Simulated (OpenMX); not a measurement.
Crystal: SiO2.

```
Si O
1.0
     5.06052    0.00000    0.00000
    -2.53026    4.38254    0.00000
     0.00000    0.00000    5.54135
Si O
3 6
Direct
  0.50000 0.00000 0.00000
  0.50000 0.50000 0.66667
  0.00000 0.50000 0.33333
  0.20861 0.79139 0.16667
  0.20861 0.41721 0.50000
  0.41721 0.20861 0.83333
  0.79139 0.20861 0.16667
  0.79139 0.58279 0.50000
  0.58279 0.79139 0.83333
```

The cell comes from a database or a generator and needn't be the stable form of this composition.

| Property | Result |
| --- | --- |
| Program | OpenMX 3.8.5 |
| Task | single point |
| Functional | PBE |
| Potentials or basis | OpenMX 2013 PBE set, Si7.0-s2p2d1, O6.0-s2p2d1, grid cutoff 400 Ry |
| k mesh | 7 × 7 × 5 |
| Occupations | fermi-dirac, width 0.05 eV |
| Spin | no spin polarisation |

On this cell: pressure 9.1 GPa; largest force 0.737 eV/Å; band gap on the k mesh 6.10 eV, indirect (least direct gap 6.32 eV).

The same run follows on a disturbed copy (atoms moved at random, drawn with an rms of 0.05 Å):

```xyz
9
Lattice="5.0605 0.0000 0.0000 -2.5303 4.3825 0.0000 0.0000 0.0000 5.5414" Properties=species:S:1:pos:R:3 pbc="T T T"
Si    2.5531   -0.0143   -0.0154
Si    1.2997    2.2036    3.6791
Si   -1.2532    2.1990    1.8642
O    -0.9222    3.4164    0.9671
O    -0.0036    1.8191    2.8015
O     1.5779    0.9247    4.5866
O     3.5100    0.9554    0.8769
O     2.4414    2.5901    2.7595
O     0.9581    3.4910    4.5935
```

Task: What does the disturbed cell give?

Result: The energy moves by +46.1 meV/atom; pressure 10.1 GPa; largest force 5.888 eV/Å; band gap on the k mesh 6.00 eV, indirect (least direct gap 6.23 eV).

Forces in eV/Å, atoms in the order of the input:
```
Si  -1.230  0.736  0.850
Si  -3.189 -0.686  1.960
Si  -1.340 -1.539  1.694
O    0.892  3.545 -2.290
O   -0.669 -0.676  0.027
O    0.242 -1.687  1.281
O   -0.105 -0.836 -0.063
O    4.708  1.065 -3.372
O    0.686  0.077 -0.102
```

Caveats: an odd mesh through Γ misses points on the zone boundary, where band edges often lie; the basis of atomic orbitals isn't converged, which shifts pressures, moduli and gaps.
